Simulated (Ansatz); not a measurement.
The elements of this relaxed trial crystal are hidden behind letters.

```
lattice vectors (Å)
   3.1205    0.0000    0.0000
  -1.5603    2.7025    0.0000
   0.0000    0.0000   20.2233
fractional positions
X 0.3333 0.6667 0.8275
X 0.0000 0.0000 0.7020
X 0.6667 0.3333 0.3285
X 0.6667 0.3333 0.5775
X 0.0000 0.0000 0.4530
X 0.3333 0.6667 0.0775
X 0.0000 0.0000 0.2030
X 0.6667 0.3333 0.9530
Z 0.6667 0.3333 0.0472
Z 0.6667 0.3333 0.6717
Z 0.3333 0.6667 0.9223
Z 0.0000 0.0000 0.2978
Z 0.0000 0.0000 0.7967
Z 0.0000 0.0000 0.5472
Z 0.3333 0.6667 0.1722
Z 0.6667 0.3333 0.4227
```

Level of theory: DFT PBE, scalar-relativistic, plane waves, PAW (Ansatz). The final run on the 16-atom cell used 420 eV, a Γ-centred 12×12×2 mesh, 0.02 eV smearing and no spin polarisation.

```
Space group                                 : P3m1 (No. 156)
Conventional cell                           : a = 3.121 Å, c = 20.223 Å
Volume per atom                             : 10.66 Å³
Density                                     : 3.19 g/cm³
Energy over the elements                    : −1.357 eV/atom
Gap on the 12×12×2 mesh of the 16-atom cell : 3.80 eV
```

Energies are uncorrected and count from the elements' standard states at the same level.

**Question.** X is a p-block element of period 3 and Z is a p-block element of period 2. Which elements are they?

**Answer.** X = Al, Z = N, so the formula is AlN. Density times volume gives a mean mass of 3.19 × 10.66/1.6605 = 20.5 u per atom, and this set has 20.5 u. Among the elements that the hints allow, noble gases aside, only these give it. Around Al on its first site lie 4 N at 1.91–1.92 Å; around Al on its second site lie 4 N at 1.90–1.92 Å; around N on its first site lie 4 Al at 1.90 Å; 13 more sites not described.

Kohn–Sham gaps at this level usually fall short of measured ones. Symmetry constrained the relaxation, so the result can be a saddle point.
